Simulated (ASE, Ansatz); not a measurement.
# Convergence of a linear-scaling basis for C(110) slab, H on both faces (300 atoms)

Aim: test how closely localised support functions follow the reference on C(110) slab, H on both faces (300 atoms), and at what cost. A setting counts as converged where the r.m.s. difference of forces stays under 1 % of the r.m.s. force.

Program: Ansatz 0.2.0. Level of theory: Kohn-Sham DFT, PBEsol, PAW (set soft_2), plane waves. Results are calculated unless marked as measured.

**1. The starting structure**

The cell holds 300 atoms: 240 C and 60 H. Its edges and angles: a = 12.611 Å, b = 10.701 Å, c = 20.608 Å, α = 90.0°, β = 90.0°, γ = 90.0°. It derives from C (diamond-structure). Diamond-structure C (a = 3.567 Å), (110) slab of 8 atomic planes, 5 x 3 surface cells, H on the broken bonds of both faces, 10 Å of vacuum; displaced by a Gaussian of 0.02 Å. Regions: slab, 240 atoms (240 C); hydrogen, 60 atoms (60 H). Vacuum lies along c.

Limits known from the start: Beside vacuum, support functions can miss their usual error bounds without a warning. The Brillouin zone is sampled at Γ only, in a cell whose shortest periodic width is 11 Å.

**2. Plane-wave single point**

This run is the reference for what follows, at a cutoff of 420 eV.

Contents of input.yaml:

```yaml
crystal:
  lattice:
    - [12.61125, 0.0, 0.0]
    - [0.0, 10.701, 0.0]
    - [0.0, 0.0, 20.60784]
  atoms:
    - { symbol: C, position: [0.90005, 0.16548, 0.28493] }
    - { symbol: C, position: [0.00114, 0.08398, 0.2859] }
    - { symbol: C, position: [0.99968, 0.99988, 0.34758] }
    - { symbol: C, position: [0.90261, 0.25105, 0.34715] }
    - { symbol: C, position: [0.89751, 0.16807, 0.40936] }
    - { symbol: C, position: [0.9995, 0.08571, 0.40844] }
    - { symbol: C, position: [0.99882, 0.00189, 0.46938] }
    - { symbol: C, position: [0.89947, 0.24786, 0.47055] }
    - { symbol: C, position: [0.9011, 0.16902, 0.53091] }
    - { symbol: C, position: [0.00054, 0.08319, 0.5302] }
    - { symbol: C, position: [0.00044, 0.99936, 0.59345] }
    - { symbol: C, position: [0.8997, 0.25201, 0.59206] }
    - { symbol: C, position: [0.89938, 0.1684, 0.65346] }
    - { symbol: C, position: [0.00172, 0.08085, 0.65148] }
    - { symbol: C, position: [0.00173, 0.00395, 0.71539] }
    - { symbol: C, position: [0.89924, 0.25122, 0.71403] }
    - { symbol: C, position: [0.10268, 0.16624, 0.28613] }
    - { symbol: C, position: [0.20078, 0.08747, 0.28694] }
    - { symbol: C, position: [0.19857, 0.00147, 0.34828] }
    - { symbol: C, position: [0.1018, 0.25058, 0.34562] }
    - { symbol: C, position: [0.09991, 0.1674, 0.40816] }
    - { symbol: C, position: [0.20129, 0.08344, 0.40774] }
    - { symbol: C, position: [0.19913, 0.99858, 0.46878] }
    - { symbol: C, position: [0.10123, 0.2534, 0.46837] }
    - { symbol: C, position: [0.10258, 0.16443, 0.52928] }
    - { symbol: C, position: [0.19846, 0.08468, 0.53004] }
    - { symbol: C, position: [0.20248, 0.00533, 0.59198] }
    - { symbol: C, position: [0.10075, 0.25144, 0.59424] }
    - { symbol: C, position: [0.09813, 0.16303, 0.65207] }
    - { symbol: C, position: [0.19788, 0.08509, 0.65378] }
    - { symbol: C, position: [0.20266, 0.99986, 0.71372] }
    - { symbol: C, position: [0.09956, 0.24987, 0.71492] }
    [... 262 atom lines left out ...]
    - { symbol: H, position: [0.5984, 0.7241, 0.75697] }
    - { symbol: H, position: [0.49995, 0.85877, 0.75727] }
    - { symbol: H, position: [0.7, 0.8899, 0.243] }
    - { symbol: H, position: [0.80111, 0.69178, 0.24454] }
    - { symbol: H, position: [0.7993, 0.72647, 0.75679] }
    - { symbol: H, position: [0.70241, 0.85744, 0.75603] }
kpoints:
  mp_grid: { grid: [1, 1, 1] }
hamiltonian:
  xc: pbesol
scf:
  occupations: { method: fixed }
output:
  forces: true
  populations: true
  dos:
    method: { smearing: { sigma: 0.08 } }
    de: 0.1
    projected:
      site_lists:
        C: [C]
        H: [H]
        hydrogen: [240, 241, 242, 243, 244, 245, 246, 247, 248, 249, 250, 251, 252, 253, 254, 255, 256, 257, 258, 259, 260, 261, 262, 263, 264, 265, 266, 267, 268, 269, 270, 271, 272, 273, 274, 275, 276, 277, 278, 279, 280, 281, 282, 283, 284, 285, 286, 287, 288, 289, 290, 291, 292, 293, 294, 295, 296, 297, 298, 299]
  eigenvalues: true
  write_density: true
  write_potential: true
  volumetric_format: npy
```

On the command line:

```
$ ansatz run input.yaml --threads 8 --pin off --max-ram 15872MiB --backend cpu --events-out ev --progress --plain --runs-dir out
```

Numbers of over 12 decimals in the logs are rounded to 6 here.

The log of the run:

```text
Engine: ansatz 0.2.0, aarch64-unknown-linux-gnu
Pseudopotentials: kind: paw
Pseudopotential: C, paw, valence charge 4, recommended cutoff 420 eV (normal), C.paw.azcp
Pseudopotential: H, paw, valence charge 1, recommended cutoff 420 eV (normal), H.paw.azcp
[... 3 lines on functional and potentials left out ...]
Crystal: 300 atoms, lattice volume = 2781.090 Å³
Basis set: ecut = 420 eV, 54389 PW (Γ), exchange–correlation on 180×144×288 points (8 copies of the dense FFT grid, shifted against one another)
Bands: 810, of which v1, the nominal top of the filled ones, is band 510 counted from 1 (509 counted from 0)
Symmetry: 1 space group operations
Space group: P1 (ITA 1), of the structure as read, at distance tolerance 1.4e-4 Å
k-points: 1
[... 6 lines on functional and potentials left out ...]
Initial density: superposition of atomic densities (neutral atoms: chi_scale 0, normalization atom), corrected by the library's trained network
Initial wavefunctions: pseudopotential atomic-orbital guess
Functional: x = pbesol(κ = 0.804, μ = 0.123457), c = pbesol(β = 0.046)
SCF iter   1: F=—  HF=-60140.763195 eV  |F-HF|=—  |Δ(HF+E_count)|=         —  Δρ=4.90e-3  dr2=2.58e0  ethr=1.77e-3  ⟨swp⟩=6.0  Hψ=3427  notcnv=0  defer=298
preconditioner: auto → Resta (q_TF=auto, 2.308 Å⁻¹)  ε∞=2.9  [insulator: Δε(μ)=2.631 eV  Ē_g=16.413 eV  n_scr=560 (ndim 8)  ℏωp=22.5 eV  f_vac=0.393  ε∞_Penn≈2.9  vacuum switching on, ρ_ref=2.0e-2 e/Å³]
SCF iter   2: F=—  HF=-60140.340864 eV  |F-HF|=—  |Δ(HF+E_count)|=   4.22e-1  Δρ=3.14e-3  dr2=2.50e-1  ethr=2.53e-4  ⟨swp⟩=3.0  Hψ=1444  notcnv=0  defer=298
SCF iter   3: F=—  HF=-60140.324851 eV  |F-HF|=—  |Δ(HF+E_count)|=   1.60e-2  Δρ=1.20e-3  dr2=4.71e-2  ethr=2.45e-5  ⟨swp⟩=4.0  Hψ=913  notcnv=0  defer=298
SCF iter   4: F=—  HF=-60140.327719 eV  |F-HF|=—  |Δ(HF+E_count)|=   2.87e-3  Δρ=2.08e-4  dr2=1.56e-3  ethr=4.61e-6  ⟨swp⟩=5.0  Hψ=1310  notcnv=0  defer=298
SCF iter   5: F=—  HF=-60140.328881 eV  |F-HF|=—  |Δ(HF+E_count)|=   1.16e-3  Δρ=8.53e-5  dr2=2.62e-4  ethr=1.53e-7  ⟨swp⟩=3.0  Hψ=973  notcnv=0  defer=298
SCF iter   6: F=—  HF=-60140.329015 eV  |F-HF|=—  |Δ(HF+E_count)|=   1.33e-4  Δρ=1.94e-5  dr2=9.91e-6  ethr=2.57e-8  ⟨swp⟩=3.0  Hψ=1029  notcnv=0  defer=298
SCF iter   7: F=—  HF=-60140.332385 eV  |F-HF|=—  |Δ(HF+E_count)|=   3.37e-3  Δρ=7.88e-6  dr2=1.75e-6  ethr=9.72e-10  ⟨swp⟩=2.0  Hψ=1309  notcnv=0  defer=298
SCF iter   8: F=-60140.332385 eV  HF=-60140.332385 eV  |F-HF|=3.83e-8  |Δ(HF+E_count)|=   8.79e-8  Δρ=1.49e-6  dr2=3.50e-8  ethr=9.80e-12  ⟨swp⟩=29.0  Hψ=10859  notcnv=0
SCF 1 converged in 8 iterations: F = -60140.332385 eV  dr2 = 3.50e-8
  greatest PAW one-centre occupation: 0.656 electrons in one spin orbital (limit 2), on the C atom at site 158 (counted from 0), in its partial waves of l = 0
WARN: The output density's exchange-correlation potential varies sharply where the density is thin. Do not read a vacuum level from v_tot or v_xc, or from such a field of the output density. On a cell that repeats whose density bears no net charge and no dipole along the vacuum's axis use v_es (v_loc + v_h of the components); [...]
SCF converged after 8 iterations
Free energy (F): -60140.332385 eV
Harris-Foulkes:  -60140.332385 eV  (|F-HF|=3.83e-8)
Internal energy: -60140.332385 eV  (E = F + TS)
E sigma→0 (E₀):  -60140.332385 eV
Fermi energy:    5.261431 eV
--- Per-component energies (eV) ---
  E_band       = -3580.671282
  E_kinetic    = 22925.042378
  E_local      = -563694.318573  (includes V_loc(G=0)·N_el)
  E_nonlocal   = 6522.484365
  E_hartree    = 273740.351797
  E_xc         = -12136.041360
  E_vxc        = -15139.375173  (∫ρ·V_xc dr)
  E_paw        = -22917.653239  (= ΣΔE_a)
  E_vpaw       = -1675.085691  (= ΣTr[D̂ρ^β])
  E_aug_tail   = -0.079714  (compensation charges beyond the density's cutoff)
  E_ewald      = 235414.817839
  E_core_change = 5.064121  (= ΣΔE_core)
  E_smearing   = -0.000000  (= −TS)
  E_closure    = 0.000000  (closes the sum)
  Σ components = -60140.332385   (vs F -60140.332385, Δ=0.00e0)
--- Forces (eV/Å), atoms counted from 1 ---
  atom   1  C      0.17761111    -0.88852657     1.76613895
  atom   2  C     -0.24579872     0.67498196     0.51267975
  atom   3  C      0.03862084     0.03488564    -0.48725452
  atom   4  C     -2.71010687    -0.64740058    -0.29696391
  atom   5  C      1.61801072    -0.37083776    -0.66286261
  atom   6  C     -0.23846225    -0.55254462     0.13122735
  atom   7  C      0.10830194    -0.74941886    -0.13358093
  atom   8  C     -0.05520902     1.93152259    -0.56563185
  atom   9  C     -0.56097059    -1.03959889     0.25773248
  atom  10  C      0.32727790     0.25444297     0.63355110
  atom  11  C     -0.10136370    -0.08607647    -1.84994821
  atom  12  C      0.37988102    -0.41484834     0.21125309
  atom  13  C      0.50652752    -0.66191250    -0.39381059
  atom  14  C     -1.25241875     1.49015079     2.23378028
[...]
atom 299  H     -0.05257064     0.26558139     0.89476141
  atom 300  H     -0.12627853     0.49886453    -0.00982429
  max |Σ_I F_I| component: 7.58e-5 eV/Å
--- Band table (eV) ---
  k-point 0: bands = ["-15.9313", "-15.2386", "-15.1827", "-15.1808", [... 794 levels ...], "14.8730", "14.8962", "14.9038", "14.9066", "14.9356", "14.9541", "14.9714", "14.9862", "15.0045", "15.0178", "15.0348", "15.0618"]
--- Löwdin populations: 300 sites ---
  site symbol       q [e]
     0      C      4.1270
     1      C      4.1228
     2      C      3.9837
[...]
299      H      0.8577
  spilling = 0.004274 (of n_electrons = 1020.000000)
```

The job ended after 79 s (8 threads of Arm Neoverse V2, shared host; peak memory 5.1 GiB; 10 min of CPU time).

The column dr2 measures how far the density is from self-consistency, as an energy; F and HF (Harris–Foulkes) agree once it is small.

The program notes that the exchange-correlation potential is rough where the density is thin.

Read from the output:

```
free energy                                      : -60140.3324 eV
free energy per atom                             : -200.4678 eV/atom
SCF cycles                                       : 8
r.m.s. force component                           : 1.069 eV/Å
longest force                                    : 5.364 eV/Å
Fermi energy                                     : 5.261 eV
gap (highest filled to lowest empty level) : 2.058 eV
potential in mid-vacuum, over the Fermi level    : 2.971 eV
potential 4.5 Å over the upper face              : 2.972 eV
potential 4.5 Å under the lower face             : 2.971 eV
spilling of the projection                       : 0.004274
```

Length of the force by element:

| element | coordination | atoms | mean length of the force (eV/Å) | spread | least | most |
| --- | --- | --- | --- | --- | --- | --- |
| C | all | 240 | 1.78 | 0.881 | 0.253 | 5.36 |
| H | all | 60 | 0.956 | 0.697 | 0.176 | 3.32 |

Löwdin charges by element (they lack the spilled electrons, 0.015 e an atom on average):

```csv
element,coordination,atoms,mean charge (e),spread,least,most
C,all,240,-0.0207,0.0616,-0.147,0.0233
H,all,60,0.156,0.012,0.126,0.183
```

By region:

```csv
region,atoms,mean length of the force (eV/Å)
slab,240,1.78
hydrogen,60,0.956
```

States in the cell by windows of 1 eV, zero at the Fermi level; the larger projections on atomic orbitals stand beside the total:

```
from (eV)  to (eV)  total   C p   C s  H s  hydrogen
      -14      -13   27.3  11.5  14.4  1.3       1.3
      -13      -12   45.4  30.5  13.2  1.3       1.3
      -12      -11   47.4  28.4  16.2  2.5       2.5
      -11      -10   46.3  28.2  15.1  2.7       2.7
      -10       -9   54.4  37.8  12.8  3.5       3.5
       -9       -8   50.7  41.3   6.1  3.0       3.0
       -8       -7   83.0  68.1   8.6  6.0       6.0
       -7       -6   78.7  65.8   7.4  5.2       5.2
       -6       -5  107.2  95.0   6.0  5.9       5.9
       -5       -4  101.2  91.2   4.1  5.7       5.7
       -4       -3   67.6  62.8   1.4  3.2       3.2
       -3       -2   69.6  65.0   1.4  3.1       3.1
       -2       -1   29.3  27.7   0.6  0.9       0.9
       -1        0   10.5   9.8   0.1  0.5       0.5
        0        1    1.6   1.5   0.0  0.0       0.0
        1        2    0.1   0.0   0.0  0.0       0.0
        2        3   10.8   1.2   1.1  2.5       2.5
        3        4   11.1   1.5   1.1  2.3       2.3
        4        5   39.2  11.0   8.1  5.0       5.0
```

The curve was stored every 0.10 eV, coarse against its broadening of 0.08 eV, so these counts are rough.

With fixed occupations the program's Fermi level is the highest filled level; weight inside the gap is the broadening of levels at its edges.

Between -22 and -14 eV lie 200 more states.

The levels nearest the highest filled one (over half full), pooled over k-points and spins:

```csv
level less the highest filled one (eV),occupation
-0.869,2
-0.849,2
-0.662,2
-0.437,2
-0.426,2
0,2
2.06,0
2.17,0
2.83,0
2.85,0
2.91,0
2.93,0
```

Planar average of the electrostatic potential energy along the normal, with the Fermi level as zero, after a running mean with a triangular window 4 Å wide at its base:

| height (Å) | potential energy (eV) |
| --- | --- |
| 0.0 | 2.97 |
| 0.6 | 2.97 |
| 1.1 | 2.97 |
| 1.7 | 2.97 |
| 2.3 | 2.95 |
| 2.9 | 2.81 |
| 3.6 | 1.98 |
| 4.2 | 0.16 |
| 4.7 | -2.46 |
| 5.3 | -5.56 |
| 5.9 | -8.40 |
| 6.4 | -9.87 |
| 7.0 | -10.93 |
| 7.6 | -10.92 |
| 8.2 | -11.10 |
| 8.7 | -11.12 |
| 9.3 | -11.11 |
| 9.9 | -11.20 |
| 10.6 | -11.08 |
| 11.2 | -11.10 |
| 11.7 | -10.94 |
| 12.3 | -11.13 |
| 12.9 | -10.89 |
| 13.5 | -11.09 |
| 14.0 | -10.28 |
| 14.6 | -8.95 |
| 15.2 | -6.42 |
| 15.7 | -3.21 |
| 16.3 | -0.44 |
| 16.9 | 1.65 |
| 17.6 | 2.73 |
| 18.2 | 2.94 |
| 18.7 | 2.97 |
| 19.3 | 2.97 |
| 19.9 | 2.97 |
| 20.5 | 2.97 |

Electrostatic potential energy in the cb plane at fractional x = 0.000, with atoms of C and H within 0.2 Å of it. With pseudopotentials it is smooth inside the atoms' cores, unlike the true potential.

Ten even steps from '0' (-70 eV) to '9' (8 eV), each cell a mean:
```
999999999999999999973379998436999852589996358
999999999999999999998899999889999988899999899
999999999999999999999999999999999999999999999
999999999999999998999999899999989999999999999
999999999999999853699996458999745899974479999
999999999999999710389983017999400698950059997
999999999999994553675575347547633754673377465
999999999999995799950059896004889710389983017
999999999999999999973379997336999843699995248
999999999999999999998899999889999988999998889
999999999999999999999999999999999999999999999
999999999999999998999999899999989999998899999
999999999999999854799996458999745899974479999
999999999999999710389983017998400699950059997
999999999999985542674476357547634764674376355
999999999999985788840068886004888720288883017
999999999999999999963379997436999842589995348
999999999999999999998999999989999998999999899
999999999999999999999999999999999999999999999
999999999999999999999999999999999999999999999
999999999999999864699996458999745899985589999
999999999999999710388983017988400698850059897
999999999999995643575475357547634764663376355
999999999999985698850058886004888720278883016
```
Columns run along c (16.0 Å, from fractional 0.00 to 0.78 of the cell; values clipped at the 3rd and 97th percentile), rows up along b (10.7 Å). Atoms in or near the plane, at fractional coordinates: C at (0.29, 0.08), C at (0.35, 0.00), C at (0.41, 0.09), C at (0.47, 0.00), C at (0.53, 0.08), C at (0.59, 0.00), C at (0.65, 0.08), C at (0.72, 0.00), C at (0.28, 0.42), C at (0.35, 0.34), C at (0.41, 0.42), C at (0.47, 0.33), C at (0.53, 0.42), C at (0.59, 0.33) and more.

Valence density in the cb plane at fractional x = 0.000, with atoms of C and H within 0.2 Å of it. It is the smooth field of the valence electrons, not physical close to the nuclei.

Ten even steps from '0' (0.0 e/Å³) to '9' (2.0 e/Å³), each cell a mean:
```
0000014774101367411125752112476210000000000000
0000001331000123100012321001232100000000000000
0000000110000001000000100000010000000000000000
0012321001122100012210001221000000000000000000
0126752112575210146631013663100000000000000000
0269974224898522379963236986322431000000000000
1698777777888876778887777877777971000000000000
1442237997333699743369985334899621000000000000
0010014774111377421136752112576310000000000000
0000001331000133210012321001233100000000000000
0000000110000011000000000000010000000000000000
0012210001232100012210001221000000000000000000
0125641012475210146631013663100000000000000000
0269974224798532479863236897322431000000000000
1798888777778877787777677778777971000000000000
1553347986334699743358985335899631000000000000
0110124773111367421136862112576310000000000000
0000001321000123100012321001232100000000000000
0000000110000001000000100000010000000000000000
0012210001122100012210001221000000000000000000
0025742012575210146621013663100000000000000000
0258984234898533479863237986333541000000000000
1688777677777777787776779887778961000000000000
1553347997434699853358996435899731000000000000
```
Columns run along c (16.0 Å, from fractional 0.22 to 1.00 of the cell), rows up along b (10.7 Å). Atoms in or near the plane, at fractional coordinates: C at (0.29, 0.08), C at (0.35, 0.00), C at (0.41, 0.09), C at (0.47, 0.00), C at (0.53, 0.08), C at (0.59, 0.00), C at (0.65, 0.08), C at (0.72, 0.00), C at (0.28, 0.42), C at (0.35, 0.34), C at (0.41, 0.42), C at (0.47, 0.33), C at (0.53, 0.42), C at (0.59, 0.33) and more.

Mean Löwdin charges: C -0.02, H +0.16 e (they miss 0.43 % of the electrons, so they add up to more than the cell's charge). Charges this small depend on the projection, at times even in sign. The potential stands 2.97 eV above the highest filled level over the upper face and 2.97 eV under the lower one, a reading of the ionisation potential at this level on the run's k-points.

(Part 1 of 2 ends here.)

[Logs are printed without paths, hosts, clocks, repeated set-up lines and the standing remarks that a program may print on its own settings, such as how far it seeks lower states.]

[Hosts, paths, dates, database ids (printed as entryN), source tags and the programs' standing remarks are cut or masked in the printed files.]
